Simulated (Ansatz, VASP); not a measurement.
## In3HSe in VASP and in Ansatz

The input INCAR:

```
PREC = Accurate
ENCUT = 520
EDIFF = 1E-7
ISMEAR = 0
SIGMA = 0.05
LREAL = False
LASPH = True
NELM = 100
ALGO = Fast
ISIF = 2
LWAVE = False
LCHARG = True
GGA = PS
LELF = True
LVHAR = True
NBANDS = 31
```

The input KPOINTS:

```
Automatic mesh
0
Gamma
  4 4 4
```

POSCAR

```
In3HSe
1.0
    4.7427126140      0.0000000000      0.0000000000
    0.0000000000      4.7427126140      0.0000000000
    0.0000000000      0.0000000000      4.7427126140
Se H In
1 1 3
Direct
    0.0000000000      0.0000000000      0.0000000000
    0.5000000000      0.5000000000      0.5000000000
    0.5000000000      0.5000000000      0.0000000000
    0.5000000000      0.0000000000      0.5000000000
    0.0000000000      0.5000000000      0.5000000000
```

Input for Ansatz:

```yaml
crystal:
  lattice:
    - [4.742712614, 0.0, 0.0]
    - [0.0, 4.742712614, 0.0]
    - [0.0, 0.0, 4.742712614]
  atoms:
    - { symbol: Se, position: [0.0, 0.0, 0.0] }
    - { symbol: H, position: [0.5, 0.5, 0.5] }
    - { symbol: In, position: [0.5, 0.5, 0.0] }
    - { symbol: In, position: [0.5, 0.0, 0.5] }
    - { symbol: In, position: [0.0, 0.5, 0.5] }
basis:
  ecutwfc: 420
kpoints:
  mp_grid: { grid: [4, 4, 4] }
hamiltonian:
  xc: pbesol
scf:
  occupations: { method: gaussian, width: 0.05 }
output:
  forces: true
  stress: true
  eigenvalues: true
```

The cell comes from a database or a generator and needn't be the stable form of this composition.

Alike in both runs: task single point; functional PBEsol; k mesh 4 × 4 × 4; occupations gaussian, width 0.05 eV; no spin polarisation.

```csv
,VASP,Ansatz
version,VASP 6.6.1,Ansatz 0.2.0
potentials or method,"VASP PAW PBE potentials, release 64 (Se, H, In_d)","scalar-relativistic, plane waves, PAW"
plane-wave cutoff (eV),520,420
valence electrons in the cell,46,56
```

|  | VASP | Ansatz | Ansatz less VASP |
| --- | --- | --- | --- |
| gap on the k mesh at the Fermi level (eV) | none | none | - |
| pressure (GPa) | 0.6 | 0.6 | +0.03 |

A gap of «none» marks a metal or a gap that the smearing closes. The two sets of potentials don't hold the same shells in valence.

Caveats: the PAW data sets were made with another functional, which shifts forces and pressure a little (VASP).
